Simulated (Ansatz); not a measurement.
## Compressing AlFe: a fit and a missing row

AlFe, Pm-3m, a = 2.845 Å. The structure is a COD entry; whether it is the stable form wasn't checked. Ansatz: PBEsol, PAW, 420 eV, Γ-centred 14×14×14 mesh on 2 atoms, Gaussian smearing 0.10 eV; collinear spin, largest moment 0.7 μB. Symmetry fixes shape and atoms, so the cell is only scaled; pressure is positive in compression.

```tsv
V (Å³/atom)	P (GPa)
10.132	?
10.478	21.87
10.823	13.41
11.168	6.18
11.514	0.00
11.859	-5.28
12.205	-9.77
12.665	-14.71
```

Task: Take V0 = 11.514 Å³/atom, fit the third-order Birch–Murnaghan form to the other rows, and predict the missing pressure.

Result: With the Eulerian strain f = ½[(V0/V)^(2/3) − 1] and y = P/[3f(1 + 2f)^(5/2)], the form is the line y = B0 + 1.5 B0 (B0′ − 4) f. Rows (f, y): 0.03244, 192.0; 0.02106, 191.4; 0.01027, 190.6; -0.00974, 189.8; -0.01905, 188.4; -0.03077, 186.8. Means f = 0.0007017, y = 189.83; Σ(Δf)² = 0.003003, ΣΔfΔy = 0.2321; the slope is their ratio. y = 189.8 + 77.30 f GPa, so B0 = 189.8 GPa and B0′ = 4 + 2 × (77.30)/(3 × 189.8) = 4.27. At V = 10.132, f = 0.04449, y = 193.24 and P = 31.92 GPa. The run gave 31.74 GPa, so the fit is 0.18 GPa too high, a small miss on the scale of the series. Note that the largest moment runs from 0.59 to 0.78 μB along the series.

The largest moment runs from 0.59 to 0.78 μB along the series, so B0 and B0′ hold the change of the moment too.

Only parallel moments were tried here.